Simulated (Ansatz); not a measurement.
BAs (zincblende), relaxed with r2SCAN in Ansatz. The symmetry is F-43m (No. 216, cubic); a = 4.784 Å in the conventional setting, 13.68 Å³ an atom. B is surrounded by 4 As at 2.07 Å; As is surrounded by 4 B at 2.07 Å.

The axes x, y and z are those of this cell:
```xyz
2
Lattice="0.0000 2.3919 2.3919 2.3919 0.0000 2.3919 2.3919 2.3919 0.0000" Properties=species:S:1:pos:R:3 pbc="T T T"
B     0.0000    0.0000    0.0000
As    1.1959    1.1959    1.1959
```

Unstrained: The PBE gap is indirect, 1.188 eV (Γ to Γ–X (0.80 of the way from Γ)), below the direct gap of 3.276 eV at Γ. The r2SCAN gap is indirect, 1.375 eV (Γ to Γ–X (0.80 of the way from Γ)), below the direct gap of 3.437 eV at Γ. With HSE06 the valence top lies at Γ and the conduction bottom at Γ–X (0.80 of the way from Γ), 1.833 eV higher; the smallest vertical gap, at Γ, is 4.112 eV. Meshes: PBE 10×10×10, r2SCAN 10×10×10, HSE06 6×6×6. Strains are changes of length per length, and xy shears are angles. After each strain the atoms were relaxed again with r2SCAN within the symmetry that the strain leaves, so tilts or polar shifts that break it weren't tested; points keep the names that they have in the unstrained zone. The values are computed, spin-unpolarised, and not measurements.

Task: Estimate what xy shear, engineering strain (angle) -3.0 % does to the gap.

Result: PBE: the gap goes from 1.188 to 0.993 eV (-0.195 eV); the edges go from Γ → Γ–X (0.80) to Γ → Γ–X (0.85); with r2SCAN the top three valence levels at Γ, degenerate before, become 1+1+1 from the top over 232 meV. r2SCAN: the gap goes from 1.375 to 1.171 eV (-0.204 eV); the edges go from Γ → Γ–X (0.80) to Γ → Γ–X (0.85). HSE06: the gap goes from 1.833 to 1.634 eV (-0.199 eV); the edges go from Γ → Γ–X (0.80) to Γ → Γ–X (0.85). The r2SCAN energy rises by 6.1 meV an atom.

Task: One strain changed the r2SCAN stress by xx +1.46, yy +1.46, zz +1.46, xy +1.08, xz +1.08, yz +1.08 GPa (compression positive) and the gap by -0.064 eV (PBE), -0.068 eV (r2SCAN), -0.066 eV (HSE06). Which kind of strain was it, and roughly how large?

Result: Uniaxial -1.0 % along [111], other directions held. The pattern of the stress gives the kind; the size needs the stiffness, so it is an estimate.

Task: Estimate what uniaxial -5.0 % along x, other directions held does to the gap.

Result: PBE: the gap goes from 1.188 to 0.357 eV (-0.831 eV); with PBE the top three valence levels at Γ, degenerate before, become 1+2 from the top over 483 meV. HSE06: the gap goes from 1.833 to 0.964 eV (-0.869 eV).

Task: One strain changed the r2SCAN stress by xx +1.65, yy +1.65, zz -0.06 GPa (compression positive) and the gap by -0.064 eV (PBE), -0.069 eV (r2SCAN), -0.067 eV (HSE06). Which kind of strain was it, and roughly how large?

Result: Epitaxial -0.5 % in the xy plane, free normal strain +0.25 %. The pattern of the stress gives the kind; the size needs the stiffness, so it is an estimate.

Task: Estimate what isotropic -0.5 % on every length does to the gap.

Result: PBE: the gap goes from 1.188 to 1.173 eV (-0.015 eV). r2SCAN: the gap goes from 1.375 to 1.359 eV (-0.016 eV). HSE06: the gap goes from 1.833 to 1.818 eV (-0.015 eV). The r2SCAN energy rises by 1.4 meV an atom.

The runs are scalar-relativistic, without spin-orbit coupling.

Where an edge lies off the special points, it is a point of the mesh or the k point where a search put PBE's edge or least direct gap, reused for the other functionals, whose own edges may lie a little apart.

The meshes of the hybrids are coarse, so their gaps aren't converged to the digits shown.

The splittings at Γ are without spin-orbit coupling, which regroups them where it is of like size or larger.
